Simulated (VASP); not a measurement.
LiCl (zincblende): a GW calculation on PBE orbitals in VASP

INCAR, step 1 (ground state)

```
PREC = Accurate
LASPH = .TRUE.
SIGMA = 0.01
EDIFF = 1E-7
LWAVE = .TRUE.
ISMEAR = 0
LCHARG = .FALSE.
NELM = 120
LREAL = .FALSE.
GGA = PE
ENCUT = 500
```

INCAR, step 2 (empty bands)

```
ALGO = Exact
ISMEAR = 0
LASPH = .TRUE.
LOPTICS = .TRUE.
LREAL = .FALSE.
SIGMA = 0.01
EDIFF = 1E-7
ENCUT = 500
LWAVE = .TRUE.
NELM = 1
GGA = PE
PREC = Accurate
LCHARG = .FALSE.
NBANDS = 307
ISTART = 1
```

INCAR, step 3 (GW)

```
ALGO = EVGW0
PRECFOCK = Fast
NBANDS = 307
SIGMA = 0.01
ENCUTGWSOFT = 220
LCHARG = .FALSE.
LWAVE = .FALSE.
NOMEGA = 64
ENCUTGW = 220
ISTART = 1
GGA = PE
ISMEAR = 0
LREAL = .FALSE.
NELMGW = 1
NELM = 120
LASPH = .TRUE.
ENCUT = 500
PREC = Accurate
NBANDSGW = 13
EDIFF = 1E-7
```

KPOINTS

```
KPOINTS created by Atomic Simulation Environment
0
Gamma
4 4 4
0 0 0
```

POSCAR

```
Li Cl
 1.0000000000000000
    -0.0000000000000000    2.7330425338988040    2.7330425338988040
     2.7330425338988040   -0.0000000000000000    2.7330425338988040
     2.7330425338988040    2.7330425338988040    0.0000000000000000
 Li  Cl
   1   1
Cartesian
  0.0000000000000000  0.0000000000000000  0.0000000000000000
  1.3665212669494020  1.3665212669494020  1.3665212669494020
```

VASP ran with the GW set of PAW datasets (10 valence electrons in the cell).

Command

```
mpirun -np 1 vasp_std
```

From OUTCAR

```
k-points           NKPTS =      8   k-points in BZ     NKDIM =     64   number of bands    NBANDS=    307

   NELECT =      10.0000    total number of electrons

   dimension x,y,z NGX =    28 NGY =   28 NGZ =   28
   dimension x,y,z NGXF=    56 NGYF=   56 NGZF=   56

  energy-cutoff  :      500.00
  volume of cell :       40.83
      direct lattice vectors                 reciprocal lattice vectors
     0.000000000  2.733042534  2.733042534    -0.182946293  0.182946293  0.182946293
     2.733042534  0.000000000  2.733042534     0.182946293 -0.182946293  0.182946293
     2.733042534  2.733042534  0.000000000     0.182946293  0.182946293 -0.182946293

 k-points in reciprocal lattice and weights: KPOINTS created by Atomic Simulation Env
   0.00000000  0.00000000  0.00000000       0.016
   0.25000000  0.00000000  0.00000000       0.125
   0.50000000  0.00000000  0.00000000       0.062
   0.25000000  0.25000000  0.00000000       0.094
   0.50000000  0.25000000  0.00000000       0.375
  -0.25000000  0.25000000  0.00000000       0.188
   0.50000000  0.50000000  0.00000000       0.047
  -0.25000000  0.50000000  0.25000000       0.094

 QP shifts <psi_nk| G(iteration)W_0 |psi_nk>: iteration 1
 for sc-GW calculations column KS-energies equals QP-energies in previous step
 and V_xc(KS)=  KS-energies - (<T + V_ion + V_H > + <T+V_H+V_ion>^1  + <V_x>^1)

 k-point   1 :       0.0000    0.0000    0.0000
  band No.  KS-energies  QP-energies   sigma(KS)   V_xc(KS)     V^pw_x(r,r')   Z            occupation Imag(sigma)

      1     -44.3572     -52.9882     -38.4588     -27.5996     -43.3204       0.7948       2.0000       0.1563
      2     -14.2726     -16.0667     -17.4755     -15.0456     -24.3523       0.7383       2.0000       1.5327
      3      -1.5359      -3.7958     -17.3854     -14.5596     -18.9377       0.7997       2.0000       0.0982
      4      -1.5359      -3.7958     -17.3854     -14.5596     -18.9377       0.7997       2.0000       0.0982
      5      -1.5359      -3.7958     -17.3854     -14.5596     -18.9377       0.7997       2.0000       0.0982
      6       4.5107       5.1667      -6.6723      -7.4425      -3.5618       0.8517       0.0000      -0.1020
      7       8.5709       9.9058      -7.1802      -8.7663      -3.7557       0.8416       0.0000      -0.1159
      8       8.5709       9.9058      -7.1802      -8.7663      -3.7557       0.8416       0.0000      -0.1159
      9       8.5709       9.9058      -7.1802      -8.7663      -3.7557       0.8416       0.0000      -0.1159
     10      12.7563      14.3302      -8.3946     -10.3140      -4.4494       0.8200       0.0000      -0.1772
     11      12.7563      14.3302      -8.3946     -10.3140      -4.4494       0.8200       0.0000      -0.1772
     12      16.1680      16.8018      -5.5397      -6.3071      -1.4140       0.8260       0.0000      -0.4601
     13      16.1680      16.8018      -5.5397      -6.3071      -1.4140       0.8260       0.0000      -0.4601

 k-point   2 :       0.2500    0.0000    0.0000
  band No.  KS-energies  QP-energies   sigma(KS)   V_xc(KS)     V^pw_x(r,r')   Z            occupation Imag(sigma)

      1     -44.3562     -53.0189     -38.4577     -27.6011     -43.3209       0.7979       2.0000       0.1560
      2     -14.1302     -15.8781     -17.5744     -15.1842     -24.4269       0.7313       2.0000       1.4783
      3      -2.6725      -5.0579     -16.1516     -13.1482     -17.8743       0.7942       2.0000       0.1161
      4      -1.6881      -3.9657     -17.2467     -14.3961     -18.8245       0.7990       2.0000       0.1001
      5      -1.6881      -3.9657     -17.2467     -14.3961     -18.8245       0.7990       2.0000       0.1001
      6       5.7827       6.5528      -7.1006      -8.0143      -3.8866       0.8429       0.0000      -0.1083
      7       8.8926      10.0768      -7.7044      -9.1269      -4.2085       0.8325       0.0000      -0.1283
      8       8.9566      10.2692      -7.1812      -8.7492      -3.7028       0.8371       0.0000      -0.1221
      9       8.9566      10.2692      -7.1812      -8.7492      -3.7028       0.8371       0.0000      -0.1221
     10      12.1395      13.5127      -7.7200      -9.3906      -3.8978       0.8220       0.0000      -0.1711
     11      12.1395      13.5127      -7.7200      -9.3906      -3.8978       0.8220       0.0000      -0.1711
     12      14.6256      15.1872      -5.4785      -6.1646      -1.5081       0.8186       0.0000      -0.3307
     13      17.9202      19.0550      -7.2402      -8.6288      -2.6883       0.8172       0.0000      -0.4959

 k-point   3 :       0.5000    0.0000    0.0000
  band No.  KS-energies  QP-energies   sigma(KS)   V_xc(KS)     V^pw_x(r,r')   Z            occupation Imag(sigma)

      1     -44.3570     -52.9895     -38.4577     -27.6059     -43.3232       0.7955       2.0000       0.1556
      2     -13.9772     -15.6723     -17.6973     -15.3464     -24.5196       0.7210       2.0000       1.4217
      3      -3.5689      -6.0731     -15.5024     -12.3296     -17.4264       0.7893       2.0000       0.1391
      4      -1.8278      -4.1242     -17.1391     -14.2623     -18.7447       0.7982       2.0000       0.1023
      5      -1.8278      -4.1242     -17.1391     -14.2623     -18.7447       0.7982       2.0000       0.1023
      6       6.8201       7.7609      -7.0220      -8.1352      -3.7784       0.8451       0.0000      -0.1094
      7       8.7419       9.9831      -6.9765      -8.4514      -3.5796       0.8415       0.0000      -0.1194
      8       8.7419       9.9831      -6.9765      -8.4514      -3.5796       0.8415       0.0000      -0.1194
      9       9.2145      10.0183      -7.4900      -8.4723      -3.8302       0.8183       0.0000      -0.1634
     10      14.3072      16.0088      -8.9877     -11.0970      -4.6572       0.8068       0.0000      -0.2321
     11      14.3072      16.0088      -8.9877     -11.0970      -4.6572       0.8068       0.0000      -0.2321
     12      14.8557      15.8558      -6.7903      -8.0275      -2.5850       0.8084       0.0000      -0.2910
     13      15.9417      17.1608      -7.9735      -9.4844      -3.4878       0.8069       0.0000      -0.3896

 k-point   4 :       0.2500    0.2500    0.0000
  band No.  KS-energies  QP-energies   sigma(KS)   V_xc(KS)     V^pw_x(r,r')   Z            occupation Imag(sigma)

      1     -44.3557     -53.0977     -38.4567     -27.6012     -43.3205       0.8053       2.0000       0.1558
      2     -14.0843     -15.8221     -17.6053     -15.2276     -24.4496       0.7309       2.0000       1.4610
      3      -2.5124      -4.8858     -16.3753     -13.3891     -18.0763       0.7948       2.0000       0.1132
      4      -1.9845      -4.2978     -16.9235     -14.0258     -18.5475       0.7983       2.0000       0.1042
      5      -1.9845      -4.2978     -16.9235     -14.0258     -18.5475       0.7983       2.0000       0.1042
      6       5.6773       6.4496      -6.8147      -7.7282      -3.6592       0.8455       0.0000      -0.1061
      7       8.6012       9.8236      -7.4662      -8.9206      -4.1003       0.8405       0.0000      -0.1159
      8       9.8775      10.9296      -7.0776      -8.3421      -3.5232       0.8320       0.0000      -0.1437
      9       9.9264      11.2752      -7.5901      -9.2162      -3.9136       0.8295       0.0000      -0.1394
     10       9.9264      11.2752      -7.5901      -9.2162      -3.9136       0.8295       0.0000      -0.1394
     11      13.6335      15.2699      -8.7150     -10.7274      -4.5783       0.8132       0.0000      -0.2069
     12      17.7636      18.7665      -6.8630      -8.0856      -2.4124       0.8203       0.0000      -0.4706
     13      17.9800      19.0112      -7.1590      -8.4119      -2.5566       0.8230       0.0000      -0.5847

 ...
```

```
PBE gap on the mesh  : 6.05 eV
G₀W₀ gap on the mesh : 8.96 eV
```

These GW values are short of the basis and mesh limit.

The run (its last step) took about 3.8 min on one core of a shared host (Intel Xeon Platinum 8488C) and held 0.7 GiB at most.
